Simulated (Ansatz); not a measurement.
Ta$_{2}$H: strain energy, fitted

Ta$_{2}$H, P-4m2, a = 3.347 Å, c = 3.393 Å. The structure is a Materials Project entry; whether it is the stable form wasn't checked. Ansatz: PBEsol, PAW, 420 eV, Γ-centred 12×12×12 mesh on 3 atoms, Gaussian smearing 0.10 eV; no spin polarisation. Series: uniaxial strain along a, with b, c and atoms relaxed; x is the strain in per cent. y is the free energy over the unstrained cell, V0 = 12.668 Å³/atom.

```tsv
x (%)	y (meV/atom)
-6.0	?
-4.0	11.05
-2.0	2.45
0.0	0.00
2.0	2.10
4.0	9.01
6.0	21.10
```

**Question.** Fit y = c2 x² + c3 x³ to the other rows, turn c2 into a modulus, and predict the missing energy.

**Answer.** Least squares on the rows shown. y = 0.63905 x² − 0.0099130 x³. In eV per unit strain² c2 is 6.391; this is Young's modulus along the axis (E = ½ Y V0 ε²): 2 × 6.391 × 160.2 / (12.668) = 162 GPa. With a term in x⁴ added, the coefficient of x² becomes 0.5773, 10 % less, which shows how far this figure hangs on the form. At x = -6.0 the fit asked for gives 25.15 meV/atom. The run gave 26.99 meV/atom, so the fit is 1.84 meV/atom too low, 6.8 % of the span of the series, against an rms of 0.35 meV/atom on the fitted rows. The row lies outside the fitted range. With a term in x⁴ added, a fit to the same known rows predicts 28.16 meV/atom, a smaller miss on the other side.

Spin–orbit coupling is left out, which can shift energies with elements as heavy as these.